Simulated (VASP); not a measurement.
# KF (Fm-3m) in VASP: settings compared, part 2 of 2

VASP 6.6.1. Earlier steps stand in the parts before.

## Step 3: Single point, revPBE

INCAR

```
ALGO = Normal
EDIFF = 1E-7
ENCUT = 520
GGA = RE
ISIF = 2
ISMEAR = 0
LASPH = T
LCHARG = F
LREAL = F
LWAVE = F
NBANDS = 15
NELM = 100
PREC = Accurate
SIGMA = 0.1
```

KPOINTS

```
k-points
0
Gamma
  6 6 6
```

POSCAR

```
KF
1.0
    0.0000000000      2.6544134050      2.6544134050
    2.6544134050      0.0000000000      2.6544134050
    2.6544134050      2.6544134050      0.0000000000
K F
1 1
Direct
    0.0540000000      0.8740000000      0.4790000000
    0.5540000000      1.3740000000      0.9790000000
```

Potentials or basis: VASP PAW PBE potentials, release 64 (K_sv, F).

On the command line:

```sh
$ cat potpaw_PBE.64/K_sv/POTCAR potpaw_PBE.64/F/POTCAR > POTCAR
$ mpirun -np 1 vasp_std > vasp.out
```

OUTCAR:

```text
EDIFF = 1E-7
   ENCUT = 520
   GGA = RE
   ISIF = 2
   ISMEAR = 0
   LASPH = T
   LREAL = F
   NELM = 100
   PREC = Accurate

 ion  position               nearest neighbor table
   1  0.054  0.874  0.479-   2 2.65   2 2.65   2 2.65   2 2.65   2 2.65   2 2.65
   2  0.554  0.374  0.979-   1 2.65   1 2.65   1 2.65   1 2.65   1 2.65   1 2.65

  LATTYP: Found a face centered cubic cell.
 ALAT       =     5.3088268100

  Lattice vectors:

 A1 = (   0.0000000000,   2.6544134050,   2.6544134050)
 A2 = (   2.6544134050,   0.0000000000,   2.6544134050)
 A3 = (   2.6544134050,   2.6544134050,   0.0000000000)

Analysis of symmetry for initial positions (statically):
=====================================================================
 Subroutine PRICEL returns:
 Original cell was already a primitive cell.

 Routine SETGRP: Setting up the symmetry group for a
 face centered cubic supercell.

 Subroutine GETGRP returns: Found 48 space group operations
 (whereof  1 operations were pure point group operations)
 out of a pool of 48 trial point group operations.

The static configuration has the point symmetry C_1 .
 The point group associated with its full space group is O_h .

Analysis of symmetry for dynamics (positions and initial velocities):
=====================================================================
 Subroutine PRICEL returns:
 Original cell was already a primitive cell.

 Routine SETGRP: Setting up the symmetry group for a
 face centered cubic supercell.

 Subroutine GETGRP returns: Found 48 space group operations
 (whereof  1 operations were pure point group operations)
 out of a pool of 48 trial point group operations.

The dynamic configuration has the point symmetry C_1 .
 The point group associated with its full space group is O_h .

 Subroutine INISYM returns: Found 48 space group operations
 (whereof  1 operations are pure point group operations),
 and found     1 'primitive' translations

----------------------------------------------------------------------------------------
[... 114 lines left out ...]
   LRPA    =     F    only Hartree local field effects (RPA)
 non-spin polarized calculation
 Gauss-broadening in eV      SIGMA  =   0.10
  energy-cutoff  :      520.00
  volume of cell :       37.41
 maximum number of plane-waves:      1018
   NGX = 13   NGY = 13   NGZ = 13

 number of electron      16.0000007 magnetization

 Free energy of the ion-electron system (eV)
  ---------------------------------------------------
  ext. energy  EPLUGINS =         0.00000000
  ---------------------------------------------------
  free energy    TOTEN  =        -7.85022166 eV

  energy without entropy =       -7.85022166  energy(sigma->0) =       -7.85022166

 E-fermi :  -2.0327     XC(G=0):  -8.1196

 val. band max:       -2.5668368906   @ k =   0.0000   0.0000   0.0000
 cond. band min:       4.0098562641   @ k =   0.0000   0.0000   0.0000
 fundamental gap:      6.5766931548
 Fermi energy:        -2.0327086996

 k-point     1 :       0.0000    0.0000    0.0000
  band No.  band energies     occupation
      1     -28.7933      2.00000
      2     -21.3240      2.00000
      3     -12.0022      2.00000
      4     -12.0022      2.00000
      5     -12.0022      2.00000
      6      -2.5669      2.00000
      7      -2.5668      2.00000
      8      -2.5668      2.00000
      9       4.0099      0.00000
     10       8.2675      0.00000
     11       8.2675      0.00000
     12       8.2675      0.00000
     13       9.8955      0.00000
     14       9.8955      0.00000
[... 257 lines left out ...]
      2     -21.3650      2.00000
      3     -12.4820      2.00000
      4     -12.3065      2.00000
      5     -12.1208      2.00000
      6      -2.8873      2.00000
      7      -2.7479      2.00000
      8      -2.6783      2.00000
      9       6.6270      0.00000
     10       8.3848      0.00000
     11       8.5836      0.00000
     12      11.1078      0.00000
     13      11.7469      0.00000
     14      12.8753      0.00000
     15      13.0294      0.00000

------------------------ aborting loop because EDIFF is reached ----------------------------------------

  FORCE on cell =-STRESS in cart. coord.  units (eV):
  Direction    XX          YY          ZZ          XY          YZ          ZX
  --------------------------------------------------------------------------------------
  -------------------------------------------------------------------------------------
  Total        1.0269915      1.0269915      1.0269915      0.0000000      0.0000000      0.0000000
  in kB       43.9887626     43.9887626     43.9887626      0.0000000      0.0000000      0.0000000
  external PRESSURE =      43.9887626 kB  Pullay stress =       0.0000000 kB

 VOLUME and BASIS-vectors are now :
 -----------------------------------------------------------------------------
  energy-cutoff  :      520.00
  volume of cell :       37.41
      direct lattice vectors                 reciprocal lattice vectors
     0.000000000  2.654413405  2.654413405    -0.188365535  0.188365535  0.188365535
     2.654413405  0.000000000  2.654413405     0.188365535 -0.188365535  0.188365535
     2.654413405  2.654413405  0.000000000     0.188365535  0.188365535 -0.188365535

 POSITION                                       TOTAL-FORCE (eV/Angst)
 -----------------------------------------------------------------------------------
      3.59142      1.41480      2.46330         0.000000      0.000000     -0.000000
      3.59142      4.06922      2.46330        -0.000000     -0.000000      0.000000
 -----------------------------------------------------------------------------------
    total drift:                               -0.000112     -0.000072     -0.000016

  FREE ENERGIE OF THE ION-ELECTRON SYSTEM (eV)
  ---------------------------------------------------
  free  energy   TOTEN  =        -7.8502216587 eV

  energy  without entropy=       -7.8502216587  energy(sigma->0) =       -7.85022166
```

OSZICAR:

```text
N       E                     dE             d eps       ncg     rms          rms(c)
DAV:   1     0.108205154611E+03    0.10821E+03   -0.82313E+03   480   0.101E+03
DAV:   2    -0.397630597593E+01   -0.11218E+03   -0.10676E+03   613   0.293E+02
DAV:   3    -0.902266087758E+01   -0.50464E+01   -0.50326E+01   780   0.525E+01
DAV:   4    -0.910172661850E+01   -0.79066E-01   -0.79033E-01   568   0.476E+00
DAV:   5    -0.910251471697E+01   -0.78810E-03   -0.78809E-03   652   0.420E-01    0.643E+00
DAV:   6    -0.784206445181E+01    0.12605E+01   -0.35792E+00   494   0.151E+01    0.390E+00
DAV:   7    -0.782973176636E+01    0.12333E-01   -0.64688E-02   606   0.226E+00    0.220E+00
DAV:   8    -0.784572941306E+01   -0.15998E-01   -0.60876E-02   515   0.246E+00    0.205E-01
DAV:   9    -0.784885852240E+01   -0.31291E-02   -0.56275E-03   578   0.601E-01    0.146E-01
DAV:  10    -0.784999452764E+01   -0.11360E-02   -0.89687E-04   501   0.249E-01    0.661E-02
DAV:  11    -0.785021292546E+01   -0.21840E-03   -0.25412E-04   515   0.134E-01    0.211E-02
DAV:  12    -0.785022043274E+01   -0.75073E-05   -0.18167E-05   557   0.424E-02    0.559E-03
DAV:  13    -0.785022156478E+01   -0.11320E-05   -0.50647E-06   543   0.201E-02    0.309E-03
DAV:  14    -0.785022165871E+01   -0.93929E-07   -0.15783E-07   575   0.371E-03
   1 F= -.78502217E+01 E0= -.78502217E+01  d E =-.382319E-15
```

Run time: 12 s. Hardware: 1 thread of Intel Xeon Platinum 8488C (Sapphire Rapids), shared host; peak memory 0.15 GiB.

What came out:

* Free energy: -7.8502 eV
* Pressure: 4.4 GPa
* Band gap on the k mesh: 6.58 eV, direct

Levels at points of the mesh, in eV from the valence-band top:
```
           k point  band 6  band 7  band 8  band 9  band 10  band 11
(0.00, 0.00, 0.00)    0.00    0.00    0.00    6.58    10.83    10.83
(0.50, 0.00, 0.00)   -0.78   -0.36   -0.36    9.37    11.07    12.22
(0.50, 0.50, 0.00)   -0.20   -0.05   -0.05    8.43    10.53    12.30
```

Caveat: the PAW data sets were made with another functional, which shifts forces and pressure a little. As with any semilocal functional, this revPBE gap is likely too small.

## Step 4: Single point, PBEsol

INCAR

```
PREC = Accurate
ENCUT = 520
EDIFF = 1E-7
ISMEAR = -1
SIGMA = 0.071
LREAL = False
LASPH = True
NELM = 100
ALGO = Normal
ISIF = 2
LWAVE = False
LCHARG = True
GGA = PS
LELF = True
LVHAR = True
NBANDS = 15
```

KPOINTS

```
regular mesh
0
Gamma
  6 6 6
```

POSCAR

```
KF
1.0
    0.0000000000      2.6544134050      2.6544134050
    2.6544134050      0.0000000000      2.6544134050
    2.6544134050      2.6544134050      0.0000000000
K F
1 1
Direct
    0.0000000000      0.0000000000      0.0000000000
    0.5000000000      0.5000000000      0.5000000000
```

On the command line:

```sh
$ cat potpaw_PBE.64/K_sv/POTCAR potpaw_PBE.64/F/POTCAR > POTCAR
$ mpirun -np 1 vasp_std > vasp.out
```

Wall time 11 s (1 thread of Intel Xeon Platinum 8488C (Sapphire Rapids), shared host); peak memory 0.14 GiB.

The run converged. Its results:

* Free energy: -8.5201 eV
* Pressure: 0.0 GPa
* Band gap on the k mesh: 6.13 eV, direct

Levels at points of the mesh, in eV from the valence-band top:
```csv
k point,band 4,band 5,band 6,band 7,band 8,band 9,band 10,band 11,band 12,band 13
"(0.00, 0.00, 0.00)",-9.21,-9.21,0.00,0.00,0.00,6.13,10.69,10.69,10.69,12.39
"(0.50, 0.00, 0.00)",-9.25,-9.25,-0.84,-0.37,-0.37,9.05,10.60,12.14,12.14,14.45
"(0.50, 0.50, 0.00)",-9.44,-9.44,-0.20,-0.05,-0.05,8.11,10.34,11.81,13.71,14.39
```

Caveat: the PAW data sets were made with another functional, which shifts forces and pressure a little. Expect the measured gap to be larger: semilocal functionals such as PBEsol lack the derivative discontinuity.

## Step 5: Summary

| level | smearing | gap on the mesh (eV) | pressure (GPa) |
| --- | --- | --- | --- |
| PBE | gaussian 0.1 eV | 6.27 | 2.2 |
| revPBE | gaussian 0.1 eV | 6.58 | 4.4 |
| PBEsol | fermi-dirac 0.071 eV | 6.13 | 0.0 |

Alike in all rows: task single point; potentials or basis VASP PAW PBE potentials, release 64 (K_sv, F); no spin polarisation; cell as given; k mesh 6 × 6 × 6; cutoff (eV) 520.

On the cell as given the gap runs from 6.13 eV (PBEsol) to 6.58 eV (revPBE). The pressure there spans 0.0 GPa (PBEsol) to 4.4 GPa (revPBE); a positive pressure means that this level wants a larger cell, a negative one a smaller.

Caveats: the PAW data sets were made with another functional, which shifts forces and pressure a little (some runs).

Total energies depend on the potentials used, so only differences within one code and one set of settings carry meaning.
